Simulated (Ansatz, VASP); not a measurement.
# InAs: VASP beside Ansatz, part 3 of 3

Wanted: the spread between two codes on one cell, functional and k mesh. The cell is taken from a series of runs on this material, whose earlier steps may have relaxed, scaled, displaced or heated it; both programs get it as it stands.

VASP 6.6.1 and Ansatz 0.2.0.

So far: The structure; Ansatz: zone-centre phonons, LDA, pair 1; VASP: zone-centre phonons, LDA, pair 1; Side by side.

**5. Ansatz: zone-centre phonons, LDA, pair 2**

Level of this step: Ansatz beside VASP: Kohn-Sham DFT, plane waves, LDA (Ansatz).

Second derivatives magnify differences that forces hide, and they need a tight electronic threshold. The cell compared in this pair holds 54.22 Å³, against 53.71 Å³ for the pair before.

The cell is taken from a series of runs on this material, whose earlier steps may have relaxed, scaled, displaced or heated it; both programs get it as it stands.

Contents of input.yaml:

```yaml
crystal:
  lattice:
    - [0.0, 2.9827825317, 3.0469671564]
    - [2.9827825317, 0.0, 3.0469671564]
    - [2.9827825317, 2.9827825317, 0.0]
  atoms:
    - { symbol: As, position: [0.75, 0.75, 0.75] }
    - { symbol: In, position: [0.0, 0.0, 0.0] }
kpoints:
  mp_grid: { grid: [12, 12, 12] }
hamiltonian:
  xc: lda
  pseudopotentials: { kind: paw, azcp: { folder: soft_1 }, xc_functional: pbe }
scf:
  occupations: { method: methfessel_paxton, width: 0.2 }
output:
  eigenvalues: true
phonons:
  method: dfpt
```

On the command line:

```console
ansatz run input.yaml --threads 4 --pin off --max-ram 10240MiB --backend cpu --events-out ev --progress --plain --runs-dir out
```

Numbers of over 12 decimals in the logs are rounded to 6 here.

The log of the run:

```text
[...]
Crystal: 2 atoms, lattice volume = 54.218 Å³
Basis set: ecut = 420 eV, 1055 PW (Γ), exchange–correlation on 60×60×60 points (8 copies of the dense FFT grid, shifted against one another)
Bands: 18, of which v1, the nominal top of the filled ones, is band 14 counted from 1 (13 counted from 0)
Symmetry: 8 space group operations
k-points: 280 of 1728 (irreducible under 4 space group operations, time reversal used)
[...]
k-point 1: bands = [... 10 lower, -4.3695, 6.2617, 7.4824, 7.5615, 8.3658, 11.4748, 11.5922, 11.6317]
  k-point 2: bands = [... 10 lower, -4.1506, 5.0144, 7.2432, 7.3375, 8.7676, 11.8089, 11.9201, 11.9777]
  k-point 279: bands = [... 10 lower, -2.3905, 1.5291, 5.2939, 5.2939, 9.0881, 9.7041, 16.6084, 16.8852]
[...]
ASR residual: 8.307e-5 → 0.000e0 eV/Å²; symmetrization residual: 2.072e-5 eV/Å²
  ASR residual per site (eV/Å²): 5.06e-5 8.31e-5
  Γ frequencies (cm⁻¹): 0.00 0.00 0.00 215.91 215.91 217.13
[...]
[key lines of the parts left out:]
SCF converged after 9 iterations
Free energy (F): -10231.299483 eV
Fermi energy:    7.670122 eV
```

**6. VASP: zone-centre phonons, LDA, pair 2**

The same cell, functional (in two slightly different forms), mesh and smearing now go to VASP, with its own data sets.

Contents of INCAR:

```
SYSTEM = InAs
PREC = Accurate
ENCUT = 500
EDIFF = 1E-08
NELM = 120
ISMEAR = 1
SIGMA = 0.2
LREAL = .FALSE.
ALGO = Normal
GGA = CA
NBANDS = 15
LORBIT = 11
LWAVE = .FALSE.
LCHARG = .FALSE.
ISIF = 2
IBRION = 8
LASPH = .TRUE.
GGA_COMPAT = .FALSE.
KPAR = 2
```

Contents of POSCAR:

```
InAs
1.0
    0.0000000000      2.9827825317      3.0469671564
    2.9827825317      0.0000000000      3.0469671564
    2.9827825317      2.9827825317      0.0000000000
As In
1 1
Direct
    0.7500000000      0.7500000000      0.7500000000
    0.0000000000      0.0000000000      0.0000000000
```

Contents of KPOINTS:

```
Automatic mesh
0
Gamma
12 12 12
0 0 0
```

PAW data sets: As and In_d (LDA family, release 64).

On the command line:

```console
mpirun -np 2 vasp_std
```

The log of the run:

```text
[... set-up lines as in an earlier step ...]
 entering main loop
       N       E                     dE             d eps       ncg     rms          rms(c)
DAV:   1     0.111214659448E+03    0.11121E+03   -0.82090E+03  4926   0.126E+03
DAV:   2    -0.164010870458E+01   -0.11285E+03   -0.10858E+03  5254   0.299E+02
DAV:   3    -0.914572210913E+01   -0.75056E+01   -0.74660E+01  6290   0.791E+01
DAV:   4    -0.933925874423E+01   -0.19354E+00   -0.19348E+00  5931   0.140E+01
[...]
DAV:  12    -0.902628425336E+01    0.22574E-05   -0.49647E-06  7298   0.305E-02    0.682E-03
DAV:  13    -0.902628430303E+01   -0.49672E-07   -0.67186E-07  6185   0.498E-03    0.149E-03
DAV:  14    -0.902628429726E+01    0.57667E-08   -0.26120E-08  6261   0.250E-03
   1 F= -.90262843E+01 E0= -.90264212E+01  d E =0.410630E-03
 Linear response reoptimize wavefunctions to high precision
DAV:   1    -0.902628429750E+01   -0.24056E-09   -0.37455E-09  5380   0.981E-04
DAV:   2    -0.902628429757E+01   -0.68439E-10   -0.86193E-10  3573   0.238E-04
 Linear response DOF=           4
 Linear response progress:
[...]
RMM:  14    -0.237535479671E+00   -0.15319E-07    0.20705E-08 31475   0.787E-05    0.255E-06
RMM:  15    -0.237535465419E+00    0.14252E-07    0.10675E-08 28908   0.700E-05    0.185E-06
RMM:  16    -0.237535467257E+00   -0.18375E-08   -0.21436E-10 24392   0.656E-05    0.260E-06
 first order change of Fermi-energy  -0.33089E-04
 force on displaced ion       2 direction 1 :  -7.832  -0.000   0.000
 Linear response progress:
  Degree of freedom:   4/  4
       N       E                     dE             d eps       ncg     rms          rms(c)
RMM:   1    -0.235482193148E+00   -0.23548E+00   -0.87583E-02 11359   0.492E+00
RMM:   2    -0.237901712080E+00   -0.24195E-02   -0.13541E-02 14227   0.105E+00    0.804E-02
RMM:   3    -0.237884854611E+00    0.16857E-04   -0.15962E-03 15430   0.326E-01    0.400E-02
RMM:   4    -0.237707542926E+00    0.17731E-03   -0.15158E-04 15845   0.109E-01    0.205E-02
[...]
RMM:  14    -0.237683278027E+00   -0.19539E-07    0.19422E-08 17293   0.712E-05    0.306E-05
RMM:  15    -0.237683257909E+00    0.20118E-07   -0.30325E-09 17395   0.632E-05    0.549E-06
RMM:  16    -0.237683252535E+00    0.53738E-08   -0.13126E-08 16935   0.581E-05    0.491E-06
 first order change of Fermi-energy  -0.11820E-03
 force on displaced ion       2 direction 3 :  -0.000  -0.000  -7.895
 Linear response finished
```

OUTCAR, selected parts (step 6):

```text
  Total        0.3275677      0.3275677      0.0599067      0.0000000     -0.0000000      0.0000000
  in kB        9.6798975      9.6798975      1.7702910      0.0000000     -0.0000000      0.0000000
  external PRESSURE =       7.0433620 kB  Pullay stress =       0.0000000 kB

 POSITION                                       TOTAL-FORCE (eV/Angst)
 -----------------------------------------------------------------------------------
      4.47417      4.47417      4.57045         0.000000      0.000000      0.000000
      0.00000      0.00000      0.00000        -0.000000     -0.000000     -0.000000
 -----------------------------------------------------------------------------------
    total drift:                               -0.000000     -0.000000      0.000001

[... 1 part as in an earlier step ...]

[... 1 further part left out ...]
```

**7. Comparison**

What differs besides the data sets and the points named for the pairs above, as far as they apply: the data sets hold 28 valence electrons in Ansatz (on its PAW soft_1 files) and 18 in VASP. Total energies have different zeros and are not compared.

The two programs side by side:

```
                  quantity  Ansatz   VASP  difference
optical mode 1 to 2 (cm⁻¹)   215.9  216.8     -0.43 %
     optical mode 3 (cm⁻¹)   217.1  217.9     -0.36 %
```

Modes are paired by rising frequency, not by their patterns, so a pair may set unlike modes beside each other; they are those without the splitting of longitudinal modes.

**8. What came out**

| Item | Value |
| --- | --- |
| r.m.s. difference of the optical zone-centre modes, each program's sorted by frequency (zone-centre phonons, LDA, pair 1) | 0.93 cm⁻¹ |
| r.m.s. difference of the optical zone-centre modes, each program's sorted by frequency (zone-centre phonons, LDA, pair 2) | 0.89 cm⁻¹ |

What this shows: The r.m.s. difference of the optical zone-centre modes, each program's sorted by frequency is 0.93 cm⁻¹ (zone-centre phonons, LDA, pair 1). The data sets hold unlike numbers of valence electrons (28 in Ansatz and 18 in VASP), so part of the differences comes from the potentials. Such differences can come from data sets, numerical settings and the points named under the comparisons, not from the functional's error against experiment.

[Lines on the potential files, build, host, timing and source positions are cut from VASP's logs without a mark.]

[Logs are printed without paths, hosts, clocks, repeated set-up lines and the standing remarks that a program may print on its own settings, such as how far it seeks lower states.]

[Hosts, paths, dates, database ids (printed as entryN), source tags and the programs' standing remarks are cut or masked in the printed files.]
